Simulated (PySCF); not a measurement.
Start geometry of `Cl/C=C\Cl` from GFN2-xTB (Å):
```
atom  x, y, z in Å
Cl1    1.6833    1.1626    0.0069
C2     0.6498   -0.2008   -0.0088
C3    -0.6886   -0.1436   -0.0121
Cl4   -1.5246    1.3245    0.0069
H5     1.1804   -1.1431   -0.0258
H6    -1.2762   -1.0297   -0.0118
```

Task: What comes out of this run: PBE0-D3(BJ)/def2-SVP geometry optimisation, gas phase (PySCF 2.14.0)?

Result: 
```
atom  x, y, z in Å
Cl1    1.2904    0.5342   -0.0395
C2     0.2104   -0.7931    0.0111
C3    -1.1178   -0.6865    0.0776
Cl4   -1.9712    0.7969    0.1236
H5     0.6851   -1.7762   -0.0149
H6    -1.7432   -1.5813    0.1070
```

The energy falls by 3.4 kJ/mol over 7 energy and gradient evaluations, the largest force component goes from 0.0268 to 9.3e-05 Eh/bohr, and the atoms move by 0.026 Å rms after alignment. The bond that changes most is C3–H6 (vinylic C–Cl carbon to vinylic hydrogen), which lengthens by 0.029 Å. Bonds longer at the end by more than 0.005 Å: 3 of 5; shorter: 1. Among the angles that change most is C2–C3–Cl4, from 122.1° to 124.5°. Rotational constants go from 11580, 2602, 2125 to 11658, 2510, 2065 MHz. The orientation of the end geometry is arbitrary; only internal coordinates are fixed.

The run used 74 basis functions and 42 SCF cycles in all. The run took 8.1 s of wall time on Arm Neoverse V2, one thread, shared host with 96 logical CPUs at a one-minute load of 12, and the process peaked at 0.32 GiB of memory.

No PBE0-D3(BJ)/def2-SVP frequencies stand behind this structure, so it isn't proved a minimum.
